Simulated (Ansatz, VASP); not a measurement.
Si in VASP and in Ansatz

File INCAR:

```
SYSTEM = Si
  PREC = Accurate
  ENCUT = 520
  EDIFF = 1E-6
  ISMEAR = 1
  SIGMA = 0.01
  LREAL = .False.
  LASPH = .True.
  NELM = 100
  ALGO = Normal
  ISIF = 2
  LWAVE = .False.
  LCHARG = .False.
  NBANDS = 11
```

The input KPOINTS:

```
regular mesh
0
Gamma
  10 10 10
  0 0 0
```

Contents of POSCAR:

```
Si
1.0
    0.0000000000      2.7016643793      2.7016643793
    2.7016643793      0.0000000000      2.7016643793
    2.7016643793      2.7016643793      0.0000000000
Si
2
Direct
    0.5000000000      0.5000000000      0.5000000000
    0.7500000000      0.7500000000      0.7500000000
```

Input for Ansatz:

```yaml
crystal:
  lattice:
    - [0.0, 2.7016643793, 2.7016643793]
    - [2.7016643793, 0.0, 2.7016643793]
    - [2.7016643793, 2.7016643793, 0.0]
  atoms:
    - { symbol: Si, position: [0.5, 0.5, 0.5] }
    - { symbol: Si, position: [0.75, 0.75, 0.75] }
hamiltonian:
  xc: lda
  pseudopotentials:
    kind: paw
    azcp:
      Si: "pseudopotentials/Si.paw.azcp"
basis:
  ecutwfc: 420
  fft_grid_basis: typed
kpoints:
  mp_grid: { grid: [10, 10, 10], shift: [0, 0, 0] }
magnetization:
  spin_polarized: false
scf:
  occupations: { method: cold, width: 0.01 }
  lower_state_search: "off"
output:
  stress: true
```

Alike in both runs: task single point; functional LDA; k mesh 10 × 10 × 10; no spin polarisation.

```csv
,VASP,Ansatz
version,VASP 6.6.1,Ansatz 0.2.0
potentials or method,"VASP PAW LDA potentials, release 64 (Si)","plane waves (420 eV) with PAW, scalar-relativistic"
plane-wave cutoff (eV),520,420
occupations,"methfessel-paxton of order 1, width 0.01 eV","cold, width 0.01 eV"
valence electrons in the cell,8,8
```

|  | VASP | Ansatz | Ansatz less VASP |
| --- | --- | --- | --- |
| pressure (GPa) | 0.0 | -0.1 | -0.04 |

Ansatz warned: «pseudo_functional_mismatch».
